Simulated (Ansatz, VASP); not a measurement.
# BN in VASP and in Ansatz

```
B N
1.0
     2.50822    0.00000    0.00000
    -1.25411    2.17218    0.00000
     0.00000    0.00000    6.80281
B N
2 2
Direct
  0.33333 0.66667 0.25000
  0.66667 0.33333 0.75000
  0.33333 0.66667 0.75000
  0.66667 0.33333 0.25000
```

Alike in both runs: functional PBE; dispersion D3(BJ); k mesh 12 × 12 × 4; occupations gaussian, width 0.02 eV; no spin polarisation.

Ansatz relaxed the structure, and its values are those at the end. VASP's run is a single point on that final structure, the one shown.

|  | VASP | Ansatz |
| --- | --- | --- |
| version | VASP 6.6.1 | Ansatz 0.2.0 |
| potentials or method | VASP PAW PBE potentials, release 64 (B, N) | scalar-relativistic, plane waves, PAW |
| plane-wave cutoff (eV) | 520 | 420 |
| valence electrons in the cell | 16 | 16 |

VASP gave:

| Item | Value |
| --- | --- |
| gap on the k mesh at the Fermi level (eV) | 4.30 |
| least direct gap on the mesh (eV) | 4.64 |
| pressure (GPa) | -0.6 |

Question: Estimate Ansatz's values.

Answer: gap on the k mesh at the Fermi level (eV): 4.31; least direct gap on the mesh (eV): 4.64; pressure (GPa): -0.7.

A k mesh can miss the band edges.
